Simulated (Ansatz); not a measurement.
**Si5Ge polymorphs, one row open**

The calculation used Ansatz 0.2.0, DFT PBE, scalar-relativistic, plane waves, PAW. Settings: cutoff 420 eV, Γ-centred meshes spaced at most about 0.3 Å⁻¹, and about 0.25 Å⁻¹ or finer for metals (2π included), Gaussian smearing. No spin polarisation.

These are static total energies at zero pressure. Rows are sorted by volume; energies count from the lowest form computed. Coordination counts Si atoms around Ge (those within 1.25 times the shortest such distance or 1.15 times the sum of covalent radii; a plus sign parts nearer from farther groups; the shortest distance is added where it is long for a bond).

| row | form | source | atoms | coordination | V (Å³/atom) | gap on mesh (eV) | ΔE (meV/atom) |
| --- | --- | --- | --- | --- | --- | --- | --- |
| 1 | P6/mmm | invented | 6 | Ge 2+12 | 15.6 | 0 | 0 |
| 2 | Cmmm | invented | 6 | Ge 4+8 | 15.6 | 0 | 39 |
| 3 | F-43m | invented | 6 | Ge 16 from 3.0 Å | 15.9 | 0 | 88 |
| 4 | CaCu5 type, P6/mmm | invented | 6 | Ge 6+12 from 2.9 Å | 16.6 | 0 | ? |
| 5 | P4/mmm | invented | 6 | Ge 6 | 19.1 | 0 | 288 |
| 6 | P6/mmm | invented | 6 | Ge 2 | 24.6 | 0 | 386 |
| 7 | P4/mmm | invented | 6 | Ge 2 | 26.1 | 0 | 337 |

The cell of row 4:

```cif
data_structure
_symmetry_space_group_name_H-M 'P6/mmm'
_symmetry_Int_Tables_number 191
_cell_length_a 4.9383
_cell_length_b 4.9383
_cell_length_c 4.7078
_cell_angle_alpha 90.000
_cell_angle_beta 90.000
_cell_angle_gamma 120.000
_cell_volume 99.43
loop_
_atom_site_label
_atom_site_type_symbol
_atom_site_symmetry_multiplicity
_atom_site_Wyckoff_symbol
_atom_site_fract_x
_atom_site_fract_y
_atom_site_fract_z
_atom_site_occupancy
Si1 Si 2 c 0.33333 0.66667 0.00000 1
Si2 Si 3 g 0.50000 0.00000 0.50000 1
Ge1 Ge 1 a 0.00000 0.00000 0.00000 1
```

Question: Estimate the missing energy, and say where the row ranks.

Answer: 81 meV/atom, which puts it above row 2 and below row 3. Counting Si atoms around Ge, row 4 has Ge 6+12 from 2.9 Å and the lowest form (row 1) has Ge 2+12.

An observed structure of this formula, if there is one, may be missing.

For metals, differences of a few meV/atom aren't resolved. Cells relaxed within their symmetry can be saddle points. Some types were kept out of the candidates beforehand, so the set may lack a known form.
